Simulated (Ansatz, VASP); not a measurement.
**Cr: VASP beside Ansatz**

File INCAR:

```
PREC     = Accurate       # precision mode
ENCUT    = 520            # plane-wave cutoff, eV
EDIFF    = 1E-6           # SCF threshold, eV
ISMEAR   = -1             # smearing method
SIGMA    = 0.05           # smearing width, eV
LREAL    = False          # projectors in reciprocal space
LASPH    = True           # aspherical terms in the spheres
NELM     = 80             # most SCF steps
ALGO     = Normal         # electronic algorithm
ISIF     = 2              # what is computed and relaxed
LWAVE    = False          # write WAVECAR
LCHARG   = False          # write CHGCAR
GGA      = PE             # functional
NBANDS   = 19             # bands
```

KPOINTS

```
Automatic mesh
0
Gamma
  13 13 7
```

File POSCAR:

```
Cr
1.0
    1.1470505050     -2.4670251200      0.0000000000
    1.1470505050      2.4670251200      0.0000000000
    0.0000000000      0.0000000000      4.0643107400
Cr
2
Direct
    0.8705325800      0.1294674200      0.7500000000
    0.1294674200      0.8705325800      0.2500000000
```

File input.yaml:

```yaml
crystal:
  lattice:
    - [1.147050505, -2.46702512, 0.0]
    - [1.147050505, 2.46702512, 0.0]
    - [0.0, 0.0, 4.06431074]
  atoms:
    - { symbol: Cr, position: [0.87053258, 0.12946742, 0.75] }
    - { symbol: Cr, position: [0.12946742, 0.87053258, 0.25] }
hamiltonian:
  xc: pbe
  pseudopotentials: { kind: paw }
kpoints:
  mp_grid: { grid: [13, 13, 7] }
scf:
  occupations: { method: fermi_dirac, width: 0.05 }
output:
  forces: true
  stress: true
  eigenvalues: true
  write_density: true
  write_potential: true
  elf: true
  volumetric_format: npy
```

This isn't the form of Cr at room conditions, which is bcc.

Alike in both runs: task single point; functional PBE; k mesh 13 × 13 × 7; occupations fermi-dirac, width 0.05 eV; no spin polarisation.

```csv
,VASP,Ansatz
version,VASP 6.6.1,Ansatz 0.2.0
potentials or method,"VASP PAW PBE potentials, release 64 (Cr_pv)",Ansatz PAW
plane-wave cutoff (eV),520,420
valence electrons in the cell,24,28
```

|  | VASP | Ansatz | Ansatz less VASP |
| --- | --- | --- | --- |
| gap on the k mesh at the Fermi level (eV) | none | none | - |
| pressure (GPa) | 7.2 | 7.6 | +0.38 |
| largest component of the traceless stress (GPa) | 3.21 | 3.28 | +0.075 |
| rms of the force components (eV/Å) | 0.103 | 0.105 | +0.0020 |

Atom by atom the forces differ by 0.002 eV/Å (rms over components). A gap of «none» marks a metal or a gap that the smearing closes. The two sets of potentials don't hold the same shells in valence.

Caveats: the run has no spin polarisation, though such a crystal can be magnetic. Spin polarisation is off, so any magnetic state and its effect on volume and gap are missing.
